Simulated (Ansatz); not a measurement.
# AlNi (Pm-3m) in Ansatz: relaxation of cell and atoms with PBEsol

Aim: the relaxation of cell and atoms of AlNi with PBEsol.

All numbers are computed with Ansatz 0.2.0; they aren't measurements. Logs are shortened: lines on timing, memory, paths and dates and some standing lists are left out, and cuts for length are marked.

### 1 The structure

Symmetry: Pm-3m, No. 221, cubic system. Conventional cell: a = 2.881 Å, b = 2.881 Å, c = 2.881 Å, α = 90.00°, β = 90.00°, γ = 90.00°. Around Ni (site symmetry m-3m) lie 8 Al at 2.50 Å. Around Al (site symmetry m-3m) lie 8 Ni at 2.50 Å.

### 2 Relaxation of cell and atoms, PBEsol, collinear spin, ferromagnetic start, target pressure 30 GPa, at which the enthalpy is minimised

Contents of input.yaml:

```yaml
crystal:
  lattice:
    - [2.881, 0.0, 0.0]
    - [0.0, 2.881, 0.0]
    - [0.0, 0.0, 2.881]
  atoms:
    - { symbol: Ni, position: [0.5, 0.5, 0.5], spin: 1.0 }
    - { symbol: Al, position: [0.0, 0.0, 0.0] }
kpoints:
  mp_grid: { grid: [9, 9, 9] }
scf:
  occupations: { method: fermi_dirac, width: 0.05 }
hamiltonian:
  xc: pbesol
  pseudopotentials: { kind: all_electron, lapw: { basis_error: 0.001 } }
magnetization:
  spin_polarized: true
output:
  forces: true
  stress: true
relax:
  f_tol: 0.005
  max_steps: 60
  cell: { p_target: 30 }
```

Potentials or basis: all-electron LAPW, scalar-relativistic.

Launch:

```
$ ansatz run input.yaml --threads 2 --pin off --max-ram 6144MiB --backend cpu --events-out ev --progress --plain --runs-dir out
```

Output:

```text
Warning: RAYON_NUM_THREADS=2 ignored (pool sized by the plan → 2); use --threads N
The last accepted step is kept in <dir> (removed where the run ends without a failure and the disk answers)
LAPW: plane waves up to 8.507 Å⁻¹, error target 1.0e-3 eV per atom; small_component_spin mean_spin; Al in spheres of 1.112 Å, 11 of its electrons in bands, Dirac shells []; Ni in spheres of 1.308 Å, 18 of its electrons in bands, Dirac shells [] (how accurate: hamiltonian.pseudopotentials.lapw.basis_error, Limitations)
Engine: ansatz 0.2.0, x86_64-unknown-linux-gnu
Pseudopotentials: kind: all_electron
Pseudopotential: Ni, LAPW, valence charge 18, lapw/all_electron/scalar/gaussian/Ni, Koelling and Harmon's equation, gaussian nucleus
Pseudopotential: Al, LAPW, valence charge 11, lapw/all_electron/scalar/gaussian/Al, Koelling and Harmon's equation, gaussian nucleus
Functional definition: PBEsol
  exchange = pbesol_x
  correlation = pbesol_c
Crystal: 2 atoms, lattice volume = 23.913 Å³
Basis set: ecut = 275.75013652351396 eV, 251 PW (Γ), exchange–correlation at level 2
Bands: 19, of which v1, the nominal top of the filled ones, is band 15 counted from 1 (14 counted from 0)
Symmetry: 48 space group operations
Space group: Pm-3m (ITA 221), of the structure as read, at distance tolerance 2.9e-5 Å
Magnetic group: BNS 221.92 (UNI 1594), of the structure as read, at distance tolerance 2.9e-5 Å
k-points: 35 of 729
Non-local potential: Ni, projectors of the file, none
Non-local potential: Al, projectors of the file, none
Initial density: superposition of atomic densities (chi_scale 0.1, normalization cell)
Starting moments: Σ|m| = 1 μB on 1 of 2 sites
Initial wavefunctions: plane waves of lowest kinetic energy (no species holds an atomic orbital)
Functional: x = pbesol(κ = 0.804, μ = 0.12345679012345678), c = pbesol(β = 0.046)
iter 1 solved again at ethr=1.42e-3 eV; its pass at ethr=1.00e-1 eV (dr2=4.12e-1 eV) is discarded
SCF iter   1: F=—  HF=-47943.909801 eV  |F-HF|=—  |Δ(HF+E_count)|=         —  Δρ=3.05e-2 (↑1.61e-2 ↓3.05e-2)  dr2=4.12e-1  dr2_m=7.23e-2  M=0.374 μB ∫|m|=0.493 μB  β_m=0.30  ethr=1.42e-3  ⟨swp⟩=2.0  Hψ=9271  notcnv=0
Mixer restart at iter 1: flushing history
preconditioner: auto → none  [metal: Δε(μ)=0.062 eV  Ē_g=9.902 eV  σ=0.050 eV  W_gap=0.29  n_scr=6 (ndim 8)  ℏωp=27.4 eV  f_vac=0.000  D(μ)=0.90/eV (n_scr^D=6)  sad-step TF]
SCF iter   2: F=—  HF=-47943.966553 eV  |F-HF|=—  |Δ(HF+E_count)|=   5.68e-2  Δρ=2.16e-2 (↑1.29e-2 ↓2.16e-2)  dr2=1.87e-1  dr2_m=4.27e-2  M=0.340 μB ∫|m|=0.448 μB  β_m=0.56  ethr=1.42e-3  ⟨swp⟩=2.0  Hψ=3865  notcnv=0
SCF iter   3: F=—  HF=-47944.194964 eV  |F-HF|=—  |Δ(HF+E_count)|=         —  Δρ=2.12e-2 (↑8.46e-3 ↓2.12e-2)  dr2=1.32e-1  dr2_m=3.78e-2  M=0.065 μB ∫|m|=0.115 μB  β_m=0.56  ethr=6.44e-4  ⟨swp⟩=2.0  Hψ=3866  notcnv=0
Mixer restart at iter 3: flushing history
SCF iter   4: F=—  HF=-47944.392904 eV  |F-HF|=—  |Δ(HF+E_count)|=   1.98e-1  Δρ=1.80e-2 (↑1.80e-2 ↓8.59e-3)  dr2=1.87e-1  dr2_m=8.73e-3  M=0.053 μB ∫|m|=0.091 μB  β_m=0.46  ethr=4.54e-4  ⟨swp⟩=3.0  Hψ=4521  notcnv=0  defer=1
SCF iter   5: F=—  HF=-47944.075475 eV  |F-HF|=—  |Δ(HF+E_count)|=   3.17e-1  Δρ=9.69e-3 (↑3.75e-3 ↓9.69e-3)  dr2=2.53e-2  dr2_m=7.95e-3  M=0.036 μB ∫|m|=0.067 μB  β_m=0.51  ethr=4.54e-4  ⟨swp⟩=3.0  Hψ=4231  notcnv=0
iter 6 solved again at ethr=3.96e-6 eV; its pass at ethr=8.72e-5 eV (dr2=1.15e-3 eV) is discarded
SCF iter   6: F=—  HF=-47944.042198 eV  |F-HF|=—  |Δ(HF+E_count)|=   3.33e-2  Δρ=2.30e-3 (↑8.63e-4 ↓2.30e-3)  dr2=1.14e-3  dr2_m=4.70e-4  M=0.012 μB ∫|m|=0.024 μB  β_m=0.66  ethr=3.96e-6  ⟨swp⟩=2.0  Hψ=6446  notcnv=0
SCF iter   7: F=—  HF=-47944.040671 eV  |F-HF|=—  |Δ(HF+E_count)|=   1.53e-3  Δρ=2.89e-4 (↑7.43e-5 ↓2.89e-4)  dr2=1.63e-5  dr2_m=6.35e-6  M=0.002 μB ∫|m|=0.005 μB  β_m=0.83  ethr=3.94e-6  ⟨swp⟩=2.3  Hψ=3573  notcnv=0
SCF iter   8: F=—  HF=-47944.040653 eV  |F-HF|=—  |Δ(HF+E_count)|=   1.78e-5  Δρ=1.84e-5 (↑1.12e-5 ↓1.84e-5)  dr2=1.25e-7  dr2_m=2.38e-8  M=0.000 μB ∫|m|=0.001 μB  β_m=0.89  ethr=5.61e-8  ⟨swp⟩=2.8  Hψ=3770  notcnv=0
SCF iter   9: F=—  HF=-47944.040653 eV  |F-HF|=—  |Δ(HF+E_count)|=   8.80e-8  Δρ=3.25e-6 (↑1.07e-6 ↓3.25e-6)  dr2=4.92e-9  dr2_m=5.99e-10  M=0.000 μB ∫|m|=0.000 μB  β_m=0.78  ethr=4.32e-10  ⟨swp⟩=3.0  Hψ=3928  notcnv=0
SCF iter  10: F=—  HF=-47944.040653 eV  |F-HF|=—  |Δ(HF+E_count)|=   1.37e-8  Δρ=1.17e-6 (↑8.09e-7 ↓1.17e-6)  dr2=1.04e-10  dr2_m=1.88e-10  M=-0.000 μB ∫|m|=0.000 μB  β_m=0.89  ethr=1.70e-11  ⟨swp⟩=2.4  Hψ=3585  notcnv=0
SCF iter  11: F=—  HF=-47944.040653 eV  |F-HF|=—  |Δ(HF+E_count)|=  3.42e-10  Δρ=1.40e-7 (↑7.51e-8 ↓1.40e-7)  dr2=2.21e-12  dr2_m=2.31e-12  M=-0.000 μB ∫|m|=0.000 μB  β_m=0.94  ethr=1.13e-12 (applied; sched 1.00e-12)  ⟨swp⟩=3.0  Hψ=3806  notcnv=0
SCF iter  12: F=-47944.040653 eV  HF=-47944.040653 eV  |F-HF|=2.18e-11  |Δ(HF+E_count)|=  5.82e-11  Δρ=5.21e-8 (↑5.21e-8 ↓3.98e-8)  dr2=2.65e-12  dr2_m=1.66e-14  M=0.000 μB ∫|m|=0.000 μB  ethr=1.01e-12 (applied; sched 1.00e-12)  ⟨swp⟩=2.0  Hψ=3546  notcnv=0
[... 54 lines left out ...]
SCF iter   1: F=—  HF=-47943.806437 eV  |F-HF|=—  |Δ(HF+E_count)|=         —  Δρ=1.90e-6 (↑1.90e-6 ↓1.90e-6)  dr2=3.23e-9  dr2_m=2.80e-18  M=0.000 μB ∫|m|=0.000 μB  β_m=0.65  ethr=4.52e-11  ⟨swp⟩=4.9  Hψ=7552  notcnv=0
preconditioner: auto → none  [insulator: Δε(μ)=0.131 eV  Ē_g=10.949 eV  σ=0.050 eV  W_gap=0.57  n_scr=6 (ndim 8)  ℏωp=29.5 eV  f_vac=0.000  D(μ)=0.64/eV (n_scr^D=6)  ε∞_Penn≈8.3]
SCF iter   2: F=—  HF=-47943.806437 eV  |F-HF|=—  |Δ(HF+E_count)|=   4.27e-8  Δρ=2.22e-6 (↑2.22e-6 ↓2.22e-6)  dr2=4.68e-9  dr2_m=4.92e-19  M=0.000 μB ∫|m|=0.000 μB  β_m=0.32  ethr=1.11e-11  ⟨swp⟩=3.0  Hψ=3996  notcnv=0
SCF iter   3: F=-47943.806437 eV  HF=-47943.806437 eV  |F-HF|=4.39e-8  |Δ(HF+E_count)|=   1.05e-8  Δρ=2.55e-6 (↑2.55e-6 ↓2.55e-6)  dr2=6.32e-9  dr2_m=7.10e-19  M=0.000 μB ∫|m|=0.000 μB  ethr=1.11e-11  ⟨swp⟩=3.0  Hψ=3832  notcnv=0
the starting moments were not kept: the SCF closed with an absolute magnetisation of 6.5e-10 μB, where they sum to 1 μB in size (1 site). That is at most 0.1 of that sum. Measured as dr2_m measures the in/out step, that magnetisation stands 5.5e-20 eV from none, at or under the dr2_threshold of 1.0e-7 eV: it is no larger than a step whose dr2_m would equal this threshold.
SCF 5 converged in 3 iterations: F = -47943.806437 eV  dr2 = 6.32e-9
relax step   5: F+E_penalty+E_count = -47943.80643673 eV  Δ(F+E_penalty+E_count) = +8.564e-4 eV  max|allowed force component| = 4.437e-31 eV/Å  Δτ_max = 0.0000 Å  P = +29.999 GPa  Ω = 20.558 Å³  (3 SCF iters, accepted)
iter 1 solved again at ethr=1.00e-12 eV; its pass at ethr=1.00e-1 eV (dr2=1.19e-10 eV) is discarded
SCF iter   1: F=—  HF=-47943.806437 eV  |F-HF|=—  |Δ(HF+E_count)|=         —  Δρ=3.99e-7 (↑3.99e-7 ↓3.99e-7)  dr2=1.18e-10  dr2_m=6.79e-19  M=0.000 μB ∫|m|=0.000 μB  β_m=0.65  ethr=1.00e-12  ⟨swp⟩=3.0  Hψ=6384  notcnv=0
SCF iter   2: F=—  HF=-47943.806437 eV  |F-HF|=—  |Δ(HF+E_count)|=   6.23e-9  Δρ=1.90e-7 (↑1.90e-7 ↓1.90e-7)  dr2=2.75e-11  dr2_m=2.37e-19  M=0.000 μB ∫|m|=0.000 μB  β_m=0.65  ethr=1.10e-12 (applied; sched 1.00e-12)  ⟨swp⟩=3.0  Hψ=3969  notcnv=0
SCF iter   3: F=-47943.806437 eV  HF=-47943.806437 eV  |F-HF|=3.09e-9  |Δ(HF+E_count)|=   3.20e-9  Δρ=6.77e-7 (↑6.77e-7 ↓6.77e-7)  dr2=4.45e-10  dr2_m=2.72e-20  M=-0.000 μB ∫|m|=0.000 μB  ethr=1.08e-12 (applied; sched 1.00e-12)  ⟨swp⟩=3.0  Hψ=3880  notcnv=0
the starting moments were not kept: the SCF closed with an absolute magnetisation of 1.6e-10 μB, where they sum to 1 μB in size (1 site). That is at most 0.1 of that sum. Measured as dr2_m measures the in/out step, that magnetisation stands 3.1e-21 eV from none, at or under the dr2_threshold of 1.0e-7 eV: it is no larger than a step whose dr2_m would equal this threshold.
SCF 6 converged in 3 iterations: F = -47943.806437 eV  dr2 = 4.45e-10
relax step   6: F+E_penalty+E_count = -47943.80643705 eV  Δ(F+E_penalty+E_count) = -3.187e-7 eV  max|allowed force component| = 3.155e-30 eV/Å  Δτ_max = 0.0000 Å  P = +29.999 GPa  Ω = 20.558 Å³  stress off target by 5.67e-4 GPa  SCF on the basis re-selected at this cell (its energy is not comparable with the rows above)  (3 SCF iters)
basis re-selected at this cell: Δ(F+E_penalty+E_count) = -3.187e-7 eV, ΔP = +0.001 GPa vs the last step (what re-selecting the basis moved, after the strain that the cell walked since its last selection, with what the two solves' SCF thresholds leave and, on support functions, any second-order correction that the steps lacked; it is no measure of the basis error at this ecutwfc). This SCF's stress stands 5.67e-4 GPa from its target on what of the cell is left free (relax.cell.stress_tol is 5.00e-2 GPa) and its largest allowed force component is 3.16e-30 eV/Å (relax.f_tol is 5.00e-3 eV/Å): within both
SCF converged after 3 iterations
Magnetization: -0.0000 μB (14.5000 up, 14.5000 down)
Absolute magnetization: 0.0000 μB (∫|ρ↑−ρ↓|)
Spin contamination: 0.0000 ħ² per cell (⟨S²⟩ above its minimum at these occupations)
Per-site moments (μB) at R_I (Å): [(-2.69579913947382e-11, 1.2437778401686967), (3.753442001652729e-11, 1.0574664033595573)]
Free energy (F): -47943.806437 eV
Harris-Foulkes:  -47943.806437 eV  (|F-HF|=3.09e-9)
Internal energy: -47943.800926 eV  (E = F + TS)
E sigma→0 (E₀):  -47943.803682 eV
Entropy (-TS):   -0.005511 eV (-2.756 meV/atom)
Fermi energy:    18.256112 eV
--- Per-component energies (eV) ---
  E_band       = -698.935874
  E_kinetic    = 48624.488216
  E_xc         = -2194.348408
  E_electrostatic = -94373.940734  (all electrons and nuclei)
  E_smearing   = -0.005511  (= −TS)
  E_closure    = 0.000000  (closes the sum)
  E_atoms      = -47930.834287  (free atoms, spherical and without spin; not in F)
  Σ components = -47943.806437   (vs F -47943.806437, Δ=0.00e0)
  Basis errors (estimates in eV, not in F): energy 3.4e-4 per atom: plane waves 3.2e-4 (1.7e-4 summed), levels above the bands 1.7e-49, relativity 5.1e-9, radial functions 1.7e-5, core shells 1.6e-10; eigenvalues (radial functions only) 9.3e-7; not estimated: angular momenta, meshes, grids; target (lapw.basis_error) 1.0e-3; muffin-tin radii Al 1.057 Å, Ni 1.244 Å
--- Forces (eV/Å), atoms counted from 1 ---
  atom   1  Ni     0.00000000    -0.00000000     0.00000000
  atom   2  Al     0.00000000    -0.00000000    -0.00000000
  max |Σ_I F_I| component: 7.36e-30 eV/Å
--- Stress (GPa, compression-positive) ---
       29.999433      -0.000000       0.000000
       -0.000000      29.999433      -0.000000
        0.000000      -0.000000      29.999433
  P = ⅓ Tr σ = 29.9994 GPa (299.994 kbar)
--- Relaxed structure (5 steps of the walk, 5 accepted, 1 SCFs on fresh bases) ---
  F+E_penalty+E_count = -47943.80643705 eV   max|allowed force component| = 3.155e-30 eV/Å   (the final SCF, on the basis selected at the relaxed cell)
  cell:  # Å, volume = 20.5580 Å³
    - [2.7394309345776384, -1.9901276092001438e-33, -2.5679065925163142e-33]
    - [-1.9901276092001438e-33, 2.7394309345776384, 9.629649721936178e-35]
    - [1.348150961071065e-33, 9.629649721936178e-35, 2.7394309345776384]
  atoms:
    - { symbol: Ni, position: [0.49999999999999994, 0.49999999999999994, 0.49999999999999994] }
    - { symbol: Al, position: [-2.4957092881102674e-33, -7.174377099865664e-49, 8.913247457536666e-35] }
```

Run time: 26 s. Hardware: 2 threads of Intel Xeon Platinum 8375C at 2.90GHz (Ice Lake), shared host; peak memory 0.44 GiB.

What came out:

- Free energy: -47943.8064 eV
- Relaxed volume: 10.28 Å³/atom
- Relaxed cell: a = 2.739 Å, b = 2.739 Å, c = 2.739 Å, α = 90.00°, β = 90.00°, γ = 90.00°
- Space group after relaxing (to 0.05 Å): Pm-3m (No. 221)
- Energy change on relaxing (the enthalpy is what falls): +117.1 meV/atom
- Ionic steps: 6
- Pressure after relaxing: 30.0 GPa
- Net moment: 0.00 μB per cell
- Absolute moment: 0.00 μB per cell

Step by step:
```
step  energy change (eV)  largest force (eV/Å)  volume (Å³)
   1              0.0000                0.0000        23.91
   2              0.1462                0.0000        21.09
   3              0.2584                0.0000        20.43
   4              0.2334                0.0000        20.56
   5              0.2342                0.0000        20.56
   6              0.2342                0.0000        20.56
```

Final structure:
```cif
data_structure
_symmetry_space_group_name_H-M 'P 1'
_symmetry_Int_Tables_number 1
_cell_length_a 2.7394
_cell_length_b 2.7394
_cell_length_c 2.7394
_cell_angle_alpha 90.000
_cell_angle_beta 90.000
_cell_angle_gamma 90.000
_cell_volume 20.56
loop_
_atom_site_label
_atom_site_type_symbol
_atom_site_fract_x
_atom_site_fract_y
_atom_site_fract_z
_atom_site_occupancy
Ni1 Ni 0.50000 0.50000 0.50000 1
Al1 Al 0.00000 0.00000 0.00000 1
```

Caveat: the starting moments weren't kept.
